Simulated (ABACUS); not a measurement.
# Sb (I4/mmm) in ABACUS: equation of state, part 2 of 2

ABACUS 3.10.1.

**3. Equation of state, PBEsol, 25.88 Å³/atom (volume scaled by 0.96)**

Input file INPUT:

```
INPUT_PARAMETERS
suffix              Sb
calculation         scf
basis_type          pw
pseudo_dir          ./
symmetry            1
dft_functional      pbesol
ecutwfc             81
pseudo_rcut         7
nspin               1
nbands              12
ks_solver           dav
smearing_method     fd
smearing_sigma      0.00367493
scf_thr             1e-08
scf_nmax            100
mixing_type         broyden
mixing_beta         0.7
cal_force           1
cal_stress          1
kpar                4
```

Input file STRU:

```
ATOMIC_SPECIES
Sb 121.7600 Sb.upf

LATTICE_CONSTANT
1.8897261246

LATTICE_VECTORS
-1.5552329741 1.5552329741 2.6752861216
1.5552329741 -1.5552329741 2.6752861216
1.5552329741 1.5552329741 -2.6752861216

ATOMIC_POSITIONS
Direct

Sb
0.0
1
0.0000000000 0.0000000000 0.0000000000 1 1 1
```

Input file KPT:

```
K_POINTS
0
Gamma
12 12 12 0 0 0
```

Potentials or basis: PseudoDojo NC SR 0.4.1 PBEsol standard, plane waves.

Started as:

```
> OMP_NUM_THREADS=1 mpirun -np 4 abacus > log
```

running log:

```text
ABACUS v3.10.1

               Atomic-orbital Based Ab-initio Computation at UStc

 ------------------------------------------------------------------------------------

 READING GENERAL INFORMATION
                           global_out_dir = OUT.Sb/
                           global_in_card = INPUT
                               pseudo_dir = ./
                              orbital_dir =
                                    DSIZE = 4
                                    GSIZE = 1

 READING UNITCELL INFORMATION
                                    ntype = 1
                  lattice constant (Bohr) = 1.88973
              lattice constant (Angstrom) = 1

 READING ATOM TYPE 1
                               atom label = Sb
                      L=0, number of zeta = 1
                      L=1, number of zeta = 1
                      L=2, number of zeta = 1
             number of atom for this type = 1

                        TOTAL ATOM NUMBER = 1
DIRECT COORDINATES
    atom                   x                   y                   z     mag                  vx                  vy                  vz
taud_Sb1            0.0000000000        0.0000000000        0.0000000000  0.0000        0.0000000000        0.0000000000        0.0000000000

                          Volume (Bohr^3) = 174.67
                             Volume (A^3) = 25.8834

 Lattice vectors: (Cartesian coordinate: in unit of a_0)
[... 273 lines left out ...]
----------------------------------------------------------

 charge density convergence is achieved
 final etot is -2470.0848196 eV
 EFERMI = 12.696205395 eV

 STATE ENERGY(eV) AND OCCUPATIONS    NSPIN == 1
 1/41 kpoint (Cartesian) = 0.0000 0.0000 0.0000 (2179 pws)
       1       -16.6293     0.00115741
       2       -16.5776     0.00115741
       3       -16.5374     0.00115741
       4       -16.5374     0.00115741
       5       -16.4743     0.00115741
       6      -0.598261     0.00115741
       7        17.6062    2.60548e-46
       8        18.4126    2.57962e-53
       9        18.4126    2.57962e-53
      10        22.8430        0.00000
      11        23.6352        0.00000
      12        24.1234        0.00000
[... 57 lines left out ...]
 6/41 kpoint (Cartesian) = 0.13396 0.0000 -0.077873 (2156 pws)
       1       -16.6011     0.00925926
       2       -16.5622     0.00925926
       3       -16.5255     0.00925926
       4       -16.4888     0.00925926
       5       -16.4653     0.00925926
       6        2.78102     0.00925926
       7        7.60105     0.00925926
       8        14.7154    2.67971e-20
       9        18.3239    1.21635e-51
      10        19.1326    1.15031e-58
      11        22.9509        0.00000
      12        24.3966        0.00000

[... levels at 35 further k points ...]

------------------------------------------------------------------------------------------
 TOTAL-FORCE (eV/Angstrom)
------------------------------------------------------------------------------------------
                       Sb1         0.0000000000         0.0000000000         0.0000000000
------------------------------------------------------------------------------------------

----------------------------------------------------------------
 TOTAL-STRESS (KBAR)
----------------------------------------------------------------
        19.7135465991        -0.0000000000         0.0000000000
        -0.0000000000        19.7135465991        -0.0000000000
        -0.0000000000        -0.0000000000         7.2169852194
----------------------------------------------------------------
 TOTAL-PRESSURE: 15.548026 KBAR

 --------------------------------------------
 !FINAL_ETOT_IS -2470.0848196457068298 eV
 --------------------------------------------
```

stdout:

```text
ABACUS v3.10.1

               Atomic-orbital Based Ab-initio Computation at UStc

%%%%%%%%%%%%%%%%%%%%%%%%%%%%%%%%%%%%%%%%%%%%%%%%%%%%%%%%%%%%%%%%%%%%%%%%%%%%%%%%%%%%%%%%%%%%%%%%%%%%%%%%%
 Warning: the number of valence electrons in pseudopotential > 5 for Sb: [Kr] 4d10 5s2 5p3
[... 30 lines left out ...]
 TOTAL-STRESS (KBAR)
----------------------------------------------------------------
        19.7135465991        -0.0000000000         0.0000000000
        -0.0000000000        19.7135465991        -0.0000000000
        -0.0000000000        -0.0000000000         7.2169852194
----------------------------------------------------------------
 TOTAL-PRESSURE: 15.548026 KBAR
```

Wall time 15 s (4 MPI ranks of Intel Xeon Platinum 8488C (Sapphire Rapids), shared host); peak memory 0.32 GiB.

Results:

- Free energy: -2470.0848 eV
- Pressure: 1.6 GPa
- Band gap on the k mesh: none (metal or under the smearing width)

**4. Equation of state, PBEsol, 26.42 Å³/atom (volume scaled by 0.98)**

INPUT is that of step 3.

Input file STRU:

```
ATOMIC_SPECIES
Sb 121.7600 Sb.upf

LATTICE_CONSTANT
1.8897261246

LATTICE_VECTORS
-1.5659590577 1.5659590577 2.6937369538
1.5659590577 -1.5659590577 2.6937369538
1.5659590577 1.5659590577 -2.6937369538

ATOMIC_POSITIONS
Direct

Sb
0.0
1
0.0000000000 0.0000000000 0.0000000000 1 1 1
```

KPT is that of step 3.

Started as:

```
> OMP_NUM_THREADS=1 mpirun -np 4 abacus > log
```

Wall time 14 s (4 MPI ranks of Intel Xeon Platinum 8488C (Sapphire Rapids), shared host); peak memory 0.36 GiB.

The run converged. Its results:

```
Free energy            : -2470.0877 eV
Pressure               : 0.1 GPa
Band gap on the k mesh : none (metal or under the smearing width)
```

**5. Equation of state, PBEsol, 26.96 Å³/atom**

INPUT is that of step 4.

Input file STRU:

```
ATOMIC_SPECIES
Sb 121.7600 Sb.upf

LATTICE_CONSTANT
1.8897261246

LATTICE_VECTORS
-1.5765401831 1.5765401831 2.7119384313
1.5765401831 -1.5765401831 2.7119384313
1.5765401831 1.5765401831 -2.7119384313

ATOMIC_POSITIONS
Direct

Sb
0.0
1
0.0000000000 0.0000000000 0.0000000000 1 1 1
```

KPT is that of step 4.

Started as:

```
> OMP_NUM_THREADS=1 mpirun -np 4 abacus > log
```

Run time: 14 s. Hardware: 4 MPI ranks of Intel Xeon Platinum 8488C (Sapphire Rapids), shared host; peak memory 0.36 GiB.

The run converged. Its results:

```yaml
Free_energy: -2470.0859 eV
Pressure: -1.3 GPa
Band_gap_on_the_k_mesh: none (metal or under the smearing width)
```

**6. Equation of state, PBEsol, 27.50 Å³/atom (volume scaled by 1.02)**

INPUT is that of step 5.

Input file STRU:

```
ATOMIC_SPECIES
Sb 121.7600 Sb.upf

LATTICE_CONSTANT
1.8897261246

LATTICE_VECTORS
-1.5869811508 1.5869811508 2.7298988119
1.5869811508 -1.5869811508 2.7298988119
1.5869811508 1.5869811508 -2.7298988119

ATOMIC_POSITIONS
Direct

Sb
0.0
1
0.0000000000 0.0000000000 0.0000000000 1 1 1
```

KPT is that of step 5.

Potentials or basis: PseudoDojo NC SR 0.4.1 PBEsol standard, plane waves.

Started as:

```
> OMP_NUM_THREADS=1 mpirun -np 4 abacus > log
```

Wall time 14 s (4 MPI ranks of Intel Xeon Platinum 8488C (Sapphire Rapids), shared host); peak memory 0.36 GiB.

Results (log left out):

| Property | Result |
| --- | --- |
| Free energy | -2470.0798 eV |
| Pressure | -2.4 GPa |
| Band gap on the k mesh | none (metal or under the smearing width) |

**7. Equation of state, PBEsol, 28.04 Å³/atom (volume scaled by 1.04)**

INPUT is that of step 6.

Input file STRU:

```
ATOMIC_SPECIES
Sb 121.7600 Sb.upf

LATTICE_CONSTANT
1.8897261246

LATTICE_VECTORS
-1.5972865120 1.5972865120 2.7476259243
1.5972865120 -1.5972865120 2.7476259243
1.5972865120 1.5972865120 -2.7476259243

ATOMIC_POSITIONS
Direct

Sb
0.0
1
0.0000000000 0.0000000000 0.0000000000 1 1 1
```

KPT is that of step 6.

Started as:

```
> OMP_NUM_THREADS=1 mpirun -np 4 abacus > log
```

Run time: 14 s. Hardware: 4 MPI ranks of Intel Xeon Platinum 8488C (Sapphire Rapids), shared host; peak memory 0.36 GiB.

It converged, with:

```yaml
Free_energy: -2470.0700 eV
Pressure: -3.5 GPa
Band_gap_on_the_k_mesh: none (metal or under the smearing width)
```

**8. Equation of state, PBEsol, 28.58 Å³/atom (volume scaled by 1.06)**

INPUT is that of step 7.

Input file STRU:

```
ATOMIC_SPECIES
Sb 121.7600 Sb.upf

LATTICE_CONSTANT
1.8897261246

LATTICE_VECTORS
-1.6074605858 1.6074605858 2.7651271982
1.6074605858 -1.6074605858 2.7651271982
1.6074605858 1.6074605858 -2.7651271982

ATOMIC_POSITIONS
Direct

Sb
0.0
1
0.0000000000 0.0000000000 0.0000000000 1 1 1
```

KPT is that of step 7.

Started as:

```
> OMP_NUM_THREADS=1 mpirun -np 4 abacus > log
```

It took 15 s on 4 MPI ranks of Intel Xeon Platinum 8488C (Sapphire Rapids), shared host; peak memory 0.36 GiB.

The run converged. Its results:

```
Free energy            : -2470.0569 eV
Pressure               : -4.4 GPa
Band gap on the k mesh : none (metal or under the smearing width)
```

**9. Equation of state, PBEsol**

Potentials or basis: PseudoDojo NC SR 0.4.1 PBEsol standard, plane waves.

No new run: the results of the series are fitted here.

Results:

```
Equilibrium volume                        : 26.47 Å³/atom
Bulk modulus at fixed shape and positions : 68 GPa
Pressure derivative of the bulk modulus   : 4.6
```

Energy against volume, from the lowest point:
```csv
volume (Å³/atom),energy (meV/atom)
25.344,11.08
25.883,2.90
26.423,0.00
26.962,1.83
27.501,7.87
28.040,17.67
28.580,30.82
```

Caveat: the cell was scaled at fixed shape and fractional positions, which overstates the stiffness of a crystal with free parameters, most of all of layers and chains.
